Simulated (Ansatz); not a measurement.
What does this script print? It uses the Ansatz DFT code, driven from Python.

`hfo2_kconv.py`:
```python
"""k-point test for HfO2."""

import csv
import warnings

import ansatz as az

XC = "pbesol"

warnings.simplefilter("ignore", az.DeckWarning)

lattice = az.Lattice.of(
    (4.813533, 0.0, 0.0),
    (0.0, 4.813533, 0.0),
    (0.0, 0.0, 3.205415),
)
sites = [
    ("Hf", (0.0, 0.0, 0.0)),
    ("Hf", (0.5, 0.5, 0.5)),
    ("O", (0.194955, 0.805045, 0.5)),
    ("O", (0.305045, 0.305045, 0.0)),
    ("O", (0.694955, 0.694955, 0.0)),
    ("O", (0.805045, 0.194955, 0.5)),
]
structure = az.Crystal(lattice=lattice)
for symbol, position in sites:
    structure = structure.atom(symbol, position)

job = (
    structure.calculation()
    .functional(XC)
    .occupations(az.OccupationsMethod.FIXED)
    .pseudopotentials("paw")
    .stress()
)

rows = []
for value in [(2, 2, 2), (2, 2, 4), (4, 4, 4), (4, 4, 6), (6, 6, 8), (6, 6, 10)]:
    r = job.kpoints(*value).run().report
    rows.append((value, r["free_energy_ev"] / len(r["lattice"]["sites"]), r["n_iterations"], sum(r["stress_gpa"][i][i] for i in range(3)) / 3, r["n_kpoints"]))

with open("kconv.csv", "w", newline="") as handle:
    writer = csv.writer(handle)
    writer.writerow(["mesh", "F/atom (eV)", "iterations", "P (GPa)", "k-points"])
    writer.writerows([round(v, 5) if isinstance(v, float) else v for v in row] for row in rows)

# differences from the last row
for row in rows[:-1]:
    shift = 1000 * (row[1] - rows[-1][1])
    print(f"{row[0]}: {shift:+.2f} meV/atom" + ("  (within 1 meV)" if abs(shift) < 1 else ""))
```

```console
$ python hfo2_kconv.py
(2, 2, 2): +66.35 meV/atom
(2, 2, 4): +6.03 meV/atom
(4, 4, 4): +1.47 meV/atom
(4, 4, 6): +0.05 meV/atom  (within 1 meV)
(6, 6, 8): -0.01 meV/atom  (within 1 meV)
```

`kconv.csv`, as written:
```csv
mesh,F/atom (eV),iterations,P (GPa),k-points
"(2, 2, 2)",-5574.97146,8,3.03145,6
"(2, 2, 4)",-5575.03178,7,1.97934,9
"(4, 4, 4)",-5575.03634,7,1.86611,18
"(4, 4, 6)",-5575.03776,7,1.83219,24
"(6, 6, 8)",-5575.03782,7,1.83266,50
"(6, 6, 10)",-5575.03781,7,1.83215,60
```

From 4×4×6 on it stays within 1 meV an atom of the value at 6×6×10; the first row (2×2×2) is off by 66.4 meV and the last but one by 0.01 meV. The pressure moves from 3.03 to 1.83 GPa.

What to keep in mind:
- The run is spin-unpolarised.
- Pressure is positive in compression.
- Spin-orbit coupling, which matters for elements this heavy, is left out.
- This cell is a computed structure, which may not be the phase found in nature.
- Shifts are counted from the finest mesh, which is itself no proven limit.
- Wall time of the script: 29 s on 1 thread of Intel(R) Xeon(R) Processor @ 2.30GHz (shared host), peak memory 0.61 GiB.
